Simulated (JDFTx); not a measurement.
The system is Ge.

```
Ge
1.0
     0.00000    2.82891    2.82891
     2.82891    0.00000    2.82891
     2.82891    2.82891    0.00000
Ge
2
Direct
  0.75000 0.75000 0.75000
  0.50000 0.50000 0.50000
```

* Program: JDFTx 1.7.0 (patched build)
* Task: relaxation of cell and atoms
* Functional: PBE
* Potentials or basis: Ansatz-NC-SR-PBE with smoothed tails
* Cutoff: 1088 eV
* Density cutoff: 8708 eV
* k mesh: 4 × 4 × 4
* Occupations: fermi-dirac, width 0.05 eV
* Spin: no spin polarisation

At the start: pressure 4.4 GPa; volume 22.64 Å³/atom.

Question: How do energy, volume and symmetry change on relaxing?

Answer: Over 6 steps the energy falls by 23.1 meV/atom and the volume is 24.34 Å³/atom (+7.5 %); space group Fd-3m (No. 227, to 0.05 Å).

Step by step:
```
step  energy change (eV)  largest force (eV/Å)  pressure (GPa)  volume (Å³)
   1              0.0000                0.0000            4.37        45.28
   2             -0.0228                0.0000            3.18        46.24
   3             -0.0458                0.0000           -0.41        49.05
   4             -0.0463                0.0000           -0.03        48.71
   5             -0.0463                0.0000            0.00        48.69
   6             -0.0463                0.0000            0.00        48.69
```

Final structure:
```
Ge
1.0
     0.00000    2.89825    2.89825
     2.89825    0.00000    2.89825
     2.89825    2.89825    0.00000
Ge
2
Direct
  0.75000 0.75000 0.75000
  0.50000 0.50000 0.50000
```

Caveat: the k mesh is coarse (spacing up to 0.48 Å⁻¹), so the values aren't converged; the plane waves are those of the starting cell, so after so large a change of volume the result is rough.
